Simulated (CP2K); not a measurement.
CdSe under changes of volume

One of the cells (23.738 Å³/atom); the others are scaled copies at fixed shape and fractional positions:

```
Cd Se
1.0
     4.06439    0.00000    0.00000
     2.03220    3.51987    0.00000
     2.03220    1.17329    3.31856
Cd Se
1 1
Direct
  0.00000 0.00000 0.00000
  0.50000 0.50000 0.50000
```

Measurements of this composition are mostly on another form, of space group No. 186.

| Property | Result |
| --- | --- |
| Program | CP2K 2026.2 |
| Functional | r2SCAN |
| Potentials or basis | POTENTIAL_UZH Cd GTH-SCAN-q12, Se GTH-SCAN-q6; TZVP-MOLOPT-SCAN-GTH basis |
| Density cutoff | 9184 eV |
| k mesh | 8 × 8 × 8 |
| Occupations | fermi-dirac, width 0.0259 eV |
| Spin | no spin polarisation |

| volume (Å³/atom) | energy over the lowest point (meV/atom) | pressure (GPa) |
| --- | --- | --- |
| 22.314 | 4.42 | 2.3 |
| 22.788 | 0.00 | 0.7 |
| 23.263 | 0.15 | -0.8 |
| 23.738 | 4.35 | -2.0 |
| 24.213 | ? | ? |
| 24.687 | 22.50 | -4.1 |
| 25.162 | 36.08 | -5.0 |

Task: What does the run at 24.213 Å³/atom give?

Result: Energy over the lowest point 12.13 meV/atom; pressure -3.2 GPa.

Worked out: A Birch-Murnaghan fit of order 3 (a polynomial in V^(-2/3)) to the other rows has its minimum at 23.01 Å³/atom with B0 = V·E''(V) = 69 GPa and B' = 4.9. It gives 11.88 meV/atom at 24.213 Å³/atom, against the run's 12.13, and -dE/dV = -3.1 GPa, against -3.2.

Energies are extrapolated to zero smearing.

Caveats: the basis of atomic orbitals isn't converged, which shifts pressures, moduli and gaps.
